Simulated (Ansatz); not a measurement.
Crystal: Ni.

```
Ni
1.0
     0.00000    1.73757    1.73757
     1.73757    0.00000    1.73757
     1.73757    1.73757    0.00000
Ni
1
Direct
  0.00000 0.00000 0.00000
```

* Program: Ansatz 0.2.0
* Task: relaxation of cell and atoms
* Functional: RPBE
* Dispersion: D3(BJ)
* Potentials or basis: Ansatz PAW
* Cutoff: 420 eV (not typed: the program's choice for these potentials)
* k mesh: 13 × 13 × 13
* Occupations: fermi-dirac, width 0.05 eV
* Spin: collinear spin, ferromagnetic start
* Starting moments: [1.0] μB

At the start: volume 10.49 Å³/atom.

Question: How do energy, volume and symmetry change on relaxing?

Answer: It ends after 8 steps and the volume is 9.58 Å³/atom (-8.6 %); space group Fm-3m (No. 225, to 0.05 Å); moment 0.62 μB per cell.

Step by step:
| step | energy change (eV) | largest force (eV/Å) | volume (Å³) |
| --- | --- | --- | --- |
| 1 | 0.0000 | 0.0000 | 10.49 |
| 2 | -0.0485 | 0.0000 | 10.03 |
| 3 | -0.0650 | 0.0000 | 9.49 |
| 4 | -0.0657 | 0.0000 | 9.59 |
| 5 | -0.0657 | 0.0000 | 9.58 |
| 6 | -0.0647 | 0.0000 | 9.58 |
| 7 | -0.0647 | 0.0000 | 9.58 |
| 8 | -0.0647 | 0.0000 | 9.58 |

Final structure:
```yaml
crystal:
  lattice:
    - [0.00000, 1.68597, 1.68597]
    - [1.68597, 0.00000, 1.68597]
    - [1.68597, 1.68597, 0.00000]
  atoms:
    - { symbol: Ni, position: [0.00000, 0.00000, 0.00000] }
```

Caveat: the plane-wave basis is chosen anew once the cell has moved, so the energies of steps on either side of that aren't comparable; the PAW data sets come from PBE, with cores solved anew for the run's functional, which leaves a small shift of forces and pressure.
